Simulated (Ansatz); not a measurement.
Runs of Ansatz 0.2.0 on CuCl2. It takes space group P4/mmm (No. 123, tetragonal). The conventional cell has a = 4.521 Å, b = 4.521 Å, c = 4.318 Å, α = 90.00°, β = 90.00°, γ = 90.00°. Around Cu (site symmetry 4/mmm) lie 4 Cl at 2.26 Å. Around Cl (site symmetry mmm) lie 2 Cu at 2.26 Å. Measurements of this composition are mostly on another form, of space group No. 12.

```csv
task,level,potentials or basis,U,cell,k mesh,cutoff (eV),points for each segment of the path,hubbard projectors,double counting,mesh quality,gap on the mesh (eV),pressure (GPa),relaxed volume (Å³/atom)
relaxation of cell and atoms,PBEsol,Ansatz PAW,-,relaxed,6 × 6 × 6,420,-,-,-,not flagged,none,0.0,(a)
density of states,PBEsol,Ansatz PAW,-,as given,6 × 6 × 6,420,-,-,-,not flagged,none,-1.6,-
band structure,HSE06,Ansatz PAW,-,as given,4 × 4 × 4,420,4,-,-,coarse,none,-,-
single point,PBEsol,JTH PAW,-,as given,6 × 6 × 6,1350,-,-,-,not flagged,none,-1.6,-
relaxation of cell and atoms,PBEsol+U,Ansatz PAW,Cu d U = 3 eV,relaxed,6 × 6 × 6,420,-,ortho-atomic (the default),fll (the default),not flagged,none,0.0,30.14
relaxation of cell and atoms,PBEsol+U,Ansatz PAW,Cu d U = 4 eV,relaxed,6 × 6 × 6,420,-,ortho-atomic (the default),fll (the default),not flagged,none,0.0,30.21
relaxation of cell and atoms,PBEsol+U,Ansatz PAW,Cu d U = 6 eV,relaxed,6 × 6 × 6,420,-,ortho-atomic (the default),fll (the default),not flagged,none,0.0,28.94
```

Alike in all rows: no spin polarisation; smearing fermi-dirac 0.05 eV.

Estimate the missing entries.

(a) 30.19.

Caveats: some runs use coarse meshes; this functional lacks dispersion, which binds the layers, so the pressure and a relaxed spacing across them are unreliable; an odd number of electrons without spin polarisation forces a metal; a magnetic or distorted state may lie lower; the run has no spin polarisation, though such a crystal can be magnetic; the PAW data sets come from PBE, with cores solved anew for the run's functional, which leaves a small shift of forces and pressure (some runs); the plane-wave basis is chosen anew once the cell has moved, so the energies of steps on either side of that aren't comparable (some runs); semilocal functionals often make such compounds metallic where correlation or magnetic order opens a gap, which also shifts bond lengths (some runs).

A k mesh can miss the band edges.

A gap of «none» marks a metal or a gap under the smearing width.

Not every run made on this cell is shown here.
